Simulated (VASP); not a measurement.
# Hf (P6/mmm) in VASP: further runs

Aim: see how the results for Hf move with the level of theory and the settings. Levels: TPSS+D2, LDA. Tasks: band structure.

Program: VASP 6.6.1. These are calculated values, not measurements. Logs are shortened: lines on timing, memory, paths and dates and some standing lists are left out, and cuts for length are marked.

**1. Starting point**

It takes space group P6/mmm (No. 191, hexagonal). Conventional cell: a = 4.962 Å, b = 4.962 Å, c = 3.086 Å, α = 90.00°, β = 90.00°, γ = 120.00°. Around Hf (site symmetry 6/mmm) lie 14 Hf at 3.09 to 3.25 Å. Hf (site symmetry -6m2) has 11 Hf at 2.87 to 3.25 Å as nearest neighbours.

This isn't the form of Hf at room conditions, which is hcp.

**2. Band structure, TPSS+D2, spin-orbit coupling, no magnetisation**

INCAR

```
SYSTEM = Hf
PREC = Accurate ; ENCUT = 520
EDIFF = 1E-6 ; ISMEAR = 1
SIGMA = 0.2 ; LREAL = .False.
LASPH = .True. ; NELM = 60
ALGO = Normal ; ISIF = 2
LWAVE = .False. ; LCHARG = .False.
MAGMOM = 0 0 0 0 0 0 0 0 0 ; LORBIT = 11
LSORBIT = .True. ; GGA_COMPAT = .False.
LMAXMIX = 4 ; METAGGA = TPSS
LMIXTAU = .True. ; IVDW = 1
```

KPOINTS

```
Automatic mesh
0
Gamma
  5 5 7
  0 0 0
```

POSCAR

```
Hf
4.9623
    1.000005953691      0.000000000000      0.000000000000
   -0.500002976845      0.866030559821      0.000000000000
    0.000000000000      0.000000000000      0.621935846281
Hf
3
Direct
    0.0000000000      0.0000000000      0.0000000000
    0.3333333333      0.6666666667      0.5000000000
    0.6666666667      0.3333333333      0.5000000000
```

KPOINTS_OPT

```
path GMKGALHA,LM,KH
15
line-mode
reciprocal
 0.0000000000  0.0000000000  0.0000000000  G
 0.5000000000  0.0000000000  0.0000000000  M

 0.5000000000  0.0000000000  0.0000000000  M
 0.3333333333  0.3333333333  0.0000000000  K

 0.3333333333  0.3333333333  0.0000000000  K
 0.0000000000  0.0000000000  0.0000000000  G

 0.0000000000  0.0000000000  0.0000000000  G
 0.0000000000  0.0000000000  0.5000000000  A

 0.0000000000  0.0000000000  0.5000000000  A
 0.5000000000  0.0000000000  0.5000000000  L

 0.5000000000  0.0000000000  0.5000000000  L
 0.3333333333  0.3333333333  0.5000000000  H

 0.3333333333  0.3333333333  0.5000000000  H
 0.0000000000  0.0000000000  0.5000000000  A

 0.5000000000  0.0000000000  0.5000000000  L
 0.5000000000  0.0000000000  0.0000000000  M

 0.3333333333  0.3333333333  0.0000000000  K
 0.3333333333  0.3333333333  0.5000000000  H
```

Potentials or basis: VASP PAW PBE potentials, release 54 (Hf_pv).

Launch:

```sh
$ cat potpaw_PBE.54/Hf_pv/POTCAR > POTCAR
$ mpirun -np 1 vasp_ncl > vasp.out
```

OUTCAR:

```text
SYSTEM = Hf
   PREC = Accurate
   ENCUT = 520
   EDIFF = 1E-6
   ISMEAR = 1
   LREAL = .False.
   LASPH = .True.
   NELM = 60
   ISIF = 2
   LORBIT = 11
   LSORBIT = .True.
   METAGGA = TPSS
   IVDW = 1
  IVDW =   1

 ion  position               nearest neighbor table
   1  0.000  0.000  0.000-   2 3.25   3 3.25   2 3.25   3 3.25   2 3.25   2 3.25   3 3.25   3 3.25
                             3 3.25   3 3.25   2 3.25   2 3.25
   2  0.333  0.667  0.500-   3 2.87   3 2.87   3 2.87   1 3.25   1 3.25   1 3.25   1 3.25   1 3.25
                             1 3.25
   3  0.667  0.333  0.500-   2 2.87   2 2.87   2 2.87   1 3.25   1 3.25   1 3.25   1 3.25   1 3.25
                             1 3.25

  LATTYP: Found a hexagonal cell.
 ALAT       =     4.9623295440
 C/A-ratio  =     0.6219321435

  Lattice vectors:

 A1 = (   4.9623295440,   0.0000000000,   0.0000000000)
 A2 = (  -2.4811647720,   4.2975034470,   0.0000000000)
 A3 = (   0.0000000000,   0.0000000000,   3.0862322500)

Analysis of symmetry for initial positions (statically):
=====================================================================
 Subroutine PRICEL returns:
 Original cell was already a primitive cell.

 Routine SETGRP: Setting up the symmetry group for a
 hexagonal supercell.

 Subroutine GETGRP returns: Found 24 space group operations
 (whereof 24 operations were pure point group operations)
 out of a pool of 24 trial point group operations.

The static configuration has the point symmetry D_6h.

Analysis of symmetry for dynamics (positions and initial velocities):
=====================================================================
 Subroutine PRICEL returns:
 Original cell was already a primitive cell.

 Routine SETGRP: Setting up the symmetry group for a
 hexagonal supercell.

 Subroutine GETGRP returns: Found 24 space group operations
 (whereof 24 operations were pure point group operations)
 out of a pool of 24 trial point group operations.

The dynamic configuration has the point symmetry D_6h.

Analysis of structural, dynamic, and magnetic symmetry:
=====================================================================
 Subroutine PRICEL returns:
 Original cell was already a primitive cell.

 Routine SETGRP: Setting up the symmetry group for a
 hexagonal supercell.

 Subroutine GETGRP returns: Found 24 space group operations
 (whereof 24 operations were pure point group operations)
 out of a pool of 24 trial point group operations.

The overall configuration has the point symmetry D_6h.

 Subroutine INISYM returns: Found 24 space group operations
 (whereof 24 operations are pure point group operations),
 and found     1 'primitive' translations

----------------------------------------------------------------------------------------

                                     Primitive cell

  volume of cell :      65.8158

  direct lattice vectors                    reciprocal lattice vectors
     4.962329544  0.000000000  0.000000000     0.201518257  0.116346620  0.000000000
    -2.481164772  4.297503447  0.000000000     0.000000000  0.232693240  0.000000000
     0.000000000  0.000000000  3.086232250     0.000000000  0.000000000  0.324019685

  length of vectors
     4.962329544  4.962329544  3.086232250     0.232693240  0.232693240  0.324019685

  position of ions in fractional coordinates (direct lattice)
     0.000000000  0.000000000  0.000000000
     0.333333333  0.666666667  0.500000000
     0.666666667  0.333333333  0.500000000

  ion indices of the primitive-cell ions
   primitive index   ion index
                 1           1
                 2           2
                 3           3

----------------------------------------------------------------------------------------

 KPOINTS: Automatic mesh

Automatic generation of k-mesh.
 Grid dimensions read from file:
 generate k-points for:    5    5    7
[... 79 lines left out ...]
     AMIX_MAG =   1.60;   BMIX_MAG =  1.00
  volume/ion in A,a.u.               =      21.94       148.05
  Fermi-wavevector in a.u.,A,eV,Ry     =   1.259907  2.380879 21.597416  1.587365
  Thomas-Fermi vector in A             =   2.393443
   LORBIT       =     11    0 simple, 1 ext, 2 COOP (PROOUT), +10 PAW based schemes
   METAGGA = TPSS    functional components
   LHFCALC =     F    Hartree Fock is set to
   AEXX    =    0.0000 exact exchange contribution
   IVDW    =     1    specifies the selected vdW correction
   LEPSILON=     F    determine dielectric tensor
   LRPA    =     F    only Hartree local field effects (RPA)
 Methfessel and Paxton  Order N= 1 SIGMA  =   0.20
  energy-cutoff  :      520.00
  volume of cell :       65.82
 maximum number of plane-waves:      3576
 NGX is ok and might be reduce to    40
   NGX = 19   NGY = 19   NGZ = 11

 number of electron      30.0000000 magnetization       0.0000000      0.0000000      0.0000000

 number of electron      30.0000003 magnetization      -0.0000000     -0.0000000     -0.0000000

 number of electron      30.0000003 magnetization       0.0000000      0.0000000     -0.0000000

 number of electron      30.0000003 magnetization      -0.0000000      0.0000000     -0.0000000

 Free energy of the ion-electron system (eV)
  ---------------------------------------------------
  ext. energy  EPLUGINS =         0.00000000
  ---------------------------------------------------
  free energy    TOTEN  =       -36.95619701 eV

  energy without entropy =      -36.95528451  energy(sigma->0) =      -36.95589285

 E-fermi :   4.7839     XC(G=0): -11.5317

 val. band max:        4.7831406322   @ k =   0.4000  -0.0000   0.1429
 cond. band min:       4.7858120800   @ k =   0.2000   0.2000   0.0000
 fundamental gap:      0.0026714478
 Fermi energy:         4.7839117505

 k-point     1 :       0.0000    0.0000    0.0000
  band No.  band energies     occupation
      1     -30.7446      1.00000
      2     -30.7446      1.00000
      3     -30.5440      1.00000
      4     -30.5440      1.00000
      5     -30.2183      1.00000
      6     -30.2183      1.00000
[... 809 lines left out ...]
     37       6.8080     -0.00000
     38       6.8081     -0.00000

------------------------ aborting loop because EDIFF is reached ----------------------------------------

  DFT-D2 method for vdW energy calculation

  Number of pair interactions contributing to vdW energy:   47688

  Edisp (eV):   -6.19809

  FORCE on cell =-STRESS in cart. coord.  units (eV):
  Direction    XX          YY          ZZ          XY          YZ          ZX
  --------------------------------------------------------------------------------------
  -------------------------------------------------------------------------------------
  Total      -2.48984    -2.48984    -3.55009    -0.00000    -0.00000     0.00000
  in kB     -60.61097   -60.61097   -86.42115    -0.00000    -0.00000     0.00000
  external pressure =      -69.21 kB  Pullay stress =        0.00 kB

 VOLUME and BASIS-vectors are now :
 -----------------------------------------------------------------------------
  energy-cutoff  :      520.00
  volume of cell :       65.82
      direct lattice vectors                 reciprocal lattice vectors
     4.962329544  0.000000000  0.000000000     0.201518257  0.116346620  0.000000000
    -2.481164772  4.297503447  0.000000000     0.000000000  0.232693240  0.000000000
     0.000000000  0.000000000  3.086232250     0.000000000  0.000000000  0.324019685

 POSITION                                       TOTAL-FORCE (eV/Angst)
 -----------------------------------------------------------------------------------
      0.00000      0.00000      0.00000         0.000000      0.000000      0.000000
     -0.00000      2.86500      1.54312        -0.000000      0.000000      0.000000
      2.48116      1.43250      1.54312         0.000000     -0.000000     -0.000000
 -----------------------------------------------------------------------------------
    total drift:                                0.000000      0.000000      0.000000

  FREE ENERGIE OF THE ION-ELECTRON SYSTEM (eV)
  ---------------------------------------------------
  free  energy   TOTEN  =       -43.1542884714 eV

  energy  without entropy=      -43.1533759704  energy(sigma->0) =      -43.15398430

 Spin-Orbit-Coupling matrix elements

 Ion:    1  E_soc:     -1.3276070
 l=   1
     0.0000000    -0.2133549    -0.2131652
    -0.2133549     0.0000000    -0.2133549
    -0.2131652    -0.2133549     0.0000000
 l=   2
     0.0000000    -0.0018035     0.0000000    -0.0018035    -0.0044901
    -0.0018035     0.0000000    -0.0052321    -0.0017601    -0.0018035
     0.0000000    -0.0052321     0.0000000    -0.0052321     0.0000000
    -0.0018035    -0.0017601    -0.0052321     0.0000000    -0.0018035
    -0.0044901    -0.0018035     0.0000000    -0.0018035     0.0000000
 l=   3
     0.0000000     0.0000000     0.0000000     0.0000000     0.0000000     0.0000000     0.0000000
     0.0000000     0.0000000     0.0000000     0.0000000     0.0000000     0.0000000     0.0000000
     0.0000000     0.0000000     0.0000000     0.0000000     0.0000000     0.0000000     0.0000000
     0.0000000     0.0000000     0.0000000     0.0000000     0.0000000     0.0000000     0.0000000
[... 29 lines left out ...]
 l=   2
     0.0000000    -0.0016651     0.0000000    -0.0016651    -0.0079319
    -0.0016651     0.0000000    -0.0044612    -0.0012828    -0.0016651
     0.0000000    -0.0044612     0.0000000    -0.0044612     0.0000000
    -0.0016651    -0.0012828    -0.0044612     0.0000000    -0.0016651
    -0.0079319    -0.0016651     0.0000000    -0.0016651     0.0000000
 l=   3
     0.0000000     0.0000000     0.0000000     0.0000000     0.0000000     0.0000000     0.0000000
     0.0000000     0.0000000     0.0000000     0.0000000     0.0000000     0.0000000     0.0000000
     0.0000000     0.0000000     0.0000000     0.0000000     0.0000000     0.0000000     0.0000000
     0.0000000     0.0000000     0.0000000     0.0000000     0.0000000     0.0000000     0.0000000
     0.0000000     0.0000000     0.0000000     0.0000000     0.0000000     0.0000000     0.0000000
     0.0000000     0.0000000     0.0000000     0.0000000     0.0000000     0.0000000     0.0000000
     0.0000000     0.0000000     0.0000000     0.0000000     0.0000000     0.0000000     0.0000000

 total charge

# of ion       s       p       d       tot
------------------------------------------
    1        0.369   6.480   1.442   8.291
    2        0.385   6.397   1.673   8.455
    3        0.385   6.397   1.673   8.455
--------------------------------------------------
tot          1.140  19.274   4.788  25.202

 magnetization (x)

# of ion       s       p       d       tot
------------------------------------------
    1        0.000   0.000   0.000   0.000
    2        0.000   0.000   0.000   0.000
    3        0.000   0.000   0.000   0.000
--------------------------------------------------
tot          0.000   0.000   0.000   0.000

 magnetization (y)

# of ion       s       p       d       tot
------------------------------------------
    1        0.000  -0.000   0.000  -0.000
    2        0.000   0.000   0.000   0.000
    3        0.000   0.000   0.000   0.000
--------------------------------------------------
tot          0.000  -0.000   0.000  -0.000

 magnetization (z)

# of ion       s       p       d       tot
------------------------------------------
    1        0.000  -0.000  -0.000   0.000
    2        0.000   0.000   0.000   0.000
    3        0.000   0.000   0.000   0.000
--------------------------------------------------
tot          0.000  -0.000  -0.000   0.000
```

Run time: 19 min. Hardware: 1 thread of Intel Xeon 6975P-C (Granite Rapids), shared host; peak memory 0.44 GiB.

What came out:

```yaml
Free_energy: -43.1543 eV
Pressure: -6.9 GPa
Valence_electrons_inside_the_program's_atomic_spheres: Hf 8.29, 8.46
Dispersion_energy_per_atom: -2.066 eV
```

Caveat: the PAW data sets were made with another functional, which shifts forces and pressure a little.

**3. Band structure, LDA (atoms moved at random, drawn with an rms of 0.1 Å)**

run.py

```python
from ase.calculators.vasp import Vasp
from ase.dft.bandgap import bandgap
from ase.io import read

atoms = read('Hf.cif')
calc = Vasp(
    directory='calc',
    xc='lda',
    pp='LDA',
    setups='minimal',
    pp_version='54',
    prec='Accurate',
    encut=500,
    ediff=1e-06,
    ismear=0,
    sigma=0.01,
    lreal=False,
    lasph=True,
    nelm=60,
    algo='Fast',
    isif=2,
    lwave=False,
    lcharg=True,
    lmaxmix=4,
    kpts=[6, 6, 9],
    gamma=True,
    nbands=13,
)
atoms.calc = calc

print('energy (eV):', atoms.get_potential_energy())
print('free energy (eV):', atoms.get_potential_energy(force_consistent=True))
efermi = calc.get_fermi_level()
print('Fermi level (eV):', efermi)
path = atoms.cell.bandpath(npoints=40, eps=1e-4)
print('path:', path.path)
calc.set(kpts=path.kpts, reciprocal=True, icharg=11, isym=0, lcharg=False)
calc.calculate(atoms)
print('gap on the path (eV):', bandgap(calc, efermi=efermi)[0])
print('direct gap on the path (eV):', bandgap(calc, efermi=efermi, direct=True)[0])
```

Hf.cif

```cif
data_Hf
_cell_length_a 4.96232954
_cell_length_b 4.96232954
_cell_length_c 3.08623225
_cell_angle_alpha 90.00000000
_cell_angle_beta 90.00000000
_cell_angle_gamma 120.00000000
_space_group_name_H-M_alt 'P1'
_space_group_name_Hall 'P 1'
_space_group_IT_number 1
loop_
_space_group_symop_operation_xyz
'x,y,z'
loop_
_atom_site_label
_atom_site_type_symbol
_atom_site_symmetry_multiplicity
_atom_site_Wyckoff_symbol
_atom_site_fract_x
_atom_site_fract_y
_atom_site_fract_z
_atom_site_occupancy
Hf1 Hf 1 a 0.0018380000 -0.0096370000 0.0118980000 1
Hf2 Hf 1 a 0.3230530000 0.6564050000 0.5125960000 1
Hf3 Hf 1 a 0.6819640000 0.3351900000 0.5069200000 1
```

Potentials or basis: VASP PAW LDA potentials, release 54 (Hf).

Launch:

```sh
$ python run.py
```

It took 54 s on 1 thread of Intel Xeon 6975P-C (Granite Rapids), shared host; peak memory 0.15 GiB.

Results (log left out):

```
Band gap along the path : none (metal or under the smearing width)
```

Levels at the corners of the path, in eV from the Fermi level:
```tsv
point	band 3	band 4	band 5	band 6	band 7	band 8	band 9	band 10
Γ	-0.70	-0.64	-0.55	-0.54	-0.51	1.01	2.08	2.12
M	-3.56	-0.78	-0.59	-0.27	0.37	0.96	1.22	1.51
K	-4.01	-0.59	-0.12	-0.05	0.17	0.54	0.57	2.18
Γ	-0.70	-0.64	-0.55	-0.54	-0.51	1.01	2.08	2.12
A	-2.41	-2.12	-1.91	-1.89	1.09	1.69	1.92	2.07
L	-1.90	-1.58	-0.89	-0.68	0.39	0.56	1.15	1.51
H	-1.98	-1.20	-1.13	-1.06	0.35	1.04	1.11	1.14
A	-2.41	-2.12	-1.91	-1.89	1.09	1.69	1.92	2.07
L	-1.90	-1.58	-0.89	-0.68	0.39	0.56	1.15	1.51
M	-3.56	-0.78	-0.59	-0.27	0.37	0.96	1.22	1.51
K	-4.01	-0.59	-0.12	-0.05	0.17	0.54	0.57	2.18
H	-1.98	-1.20	-1.13	-1.06	0.35	1.04	1.11	1.14
```

Caveat: the log is that of the step along the path at fixed density, whose energy, stress, charges and moments have no meaning; spin-orbit coupling is left out, which moves the levels of the heavy elements.

**4. For comparison**

An earlier run on the cell as given: functional PBEsol; potentials or basis VASP PAW PBE potentials, release 64 (Hf_pv); cutoff 520 eV; k mesh 6 × 6 × 9; occupations fermi-dirac, width 0.05 eV; no spin polarisation.

- Pressure: -3.1 GPa
- Band gap on the k mesh: none (metal or under the smearing width)

**5. The runs side by side**

```csv
task,level,potentials or basis,spin,cell,k mesh,cutoff (eV),smearing,ladder,pressure (GPa)
band structure,TPSS+D2,"VASP PAW PBE potentials, release 54 (Hf_pv)","SOC, no magnetisation",as given,5 × 5 × 7,520,methfessel-paxton 0.2 eV,-,-6.9
band structure,LDA,"VASP PAW LDA potentials, release 54 (Hf)",off,"atoms moved at random, drawn with an rms of 0.1 Å",6 × 6 × 9,500,gaussian 0.01 eV,-,-
single point,PBEsol,"VASP PAW PBE potentials, release 64 (Hf_pv)",off,as given,6 × 6 × 9,520,fermi-dirac 0.05 eV,free,-3.1
```

Caveats: the PAW data sets were made with another functional, which shifts forces and pressure a little (some runs); spin-orbit coupling is left out, which moves the levels of the heavy elements (some runs).

Total energies depend on the potentials used, so only differences within one code and one set of settings carry meaning.
